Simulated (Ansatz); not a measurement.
Runs of Ansatz 0.2.0 on ZrS. Symmetry: Fm-3m, No. 225, cubic system. Conventional cell: a = 5.250 Å, b = 5.250 Å, c = 5.250 Å, α = 90.00°, β = 90.00°, γ = 90.00°. Zr (site symmetry m-3m) is surrounded by 6 S at 2.62 Å. Around S (site symmetry m-3m) lie 6 Zr at 2.62 Å. 

```csv
level,gap on the mesh (eV),pressure (GPa),relaxed volume (Å³/atom)
PBEsol+D3(BJ),none,0.0,(a)
PBEsol+D4,none,0.0,17.02
PBEsol+D3(BJ)-ATM,none,0.0,16.76
PBEsol,none,0.0,17.23
```

Alike in all rows: task relaxation of cell and atoms; potentials or basis Ansatz PAW; no spin polarisation; cell relaxed; k mesh 9 × 9 × 9; cutoff (eV) 420; smearing fermi-dirac 0.05 eV.

Problem. Fill in the values left out.

Solution. (a) 16.68.

Caveats: the plane-wave basis is chosen anew once the cell has moved, so the energies of steps on either side of that aren't comparable; the PAW data sets come from PBE, with cores solved anew for the run's functional, which leaves a small shift of forces and pressure; pairwise dispersion overbinds metals, which lowers pressure and volume (some runs).

A k mesh can miss the band edges, and the runs leave out spin-orbit coupling on Zr.

A gap of «none» marks a metal or a gap under the smearing width.
